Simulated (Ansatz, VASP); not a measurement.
**AlAs in VASP and in Ansatz**

```xyz
16
Lattice="8.0104 0.0000 0.0000 -4.0052 6.9372 0.0000 0.0000 0.0000 20.0878" Properties=species:S:1:pos:R:3 pbc="T T T"
As    4.0052    0.0000    8.0000
As    2.0026    3.4686    8.0000
As    0.0000    0.0000    8.0000
As   -2.0026    3.4686    8.0000
As    2.0026    5.7810   11.4739
As    4.0052    2.3124   11.4739
As   -2.0026    5.7810   11.4739
As    0.0000    2.3124   11.4739
Al   -2.0026    5.7810    8.8176
Al    0.0000    2.3124    8.8176
Al    2.0026    5.7810    8.8176
Al    4.0052    2.3124    8.8176
Al    0.0000    4.6248   12.0364
Al    2.0026    1.1562   12.0364
Al    4.0052    4.6248   12.0364
Al    6.0078    1.1562   12.0364
```

Alike in both runs: functional PBE; dispersion D3(BJ); k mesh 2 × 2 × 1; occupations gaussian, width 0.05 eV; no spin polarisation.

Ansatz relaxed the structure, and its values are those at the end. VASP's run is a single point on that final structure, the one shown.

```csv
,VASP,Ansatz
version,VASP 6.6.1,Ansatz 0.2.0
potentials or method,"VASP PAW PBE potentials, release 64 (As, Al)","scalar-relativistic, plane waves, PAW"
plane-wave cutoff (eV),520,420
valence electrons in the cell,64,144
```

|  | VASP | Ansatz | Ansatz less VASP |
| --- | --- | --- | --- |
| gap on the k mesh at the Fermi level (eV) | 0.25 | 0.26 | +0.001 |
| least direct gap on the mesh (eV) | 0.46 | 0.46 | -0.007 |
| rms of the force components (eV/Å) | 0.284 | 0.291 | +0.0068 |

The two sets of potentials don't hold the same shells in valence.

Caveats: the k mesh is coarse (spacing up to 0.45 Å⁻¹), so the values aren't converged.
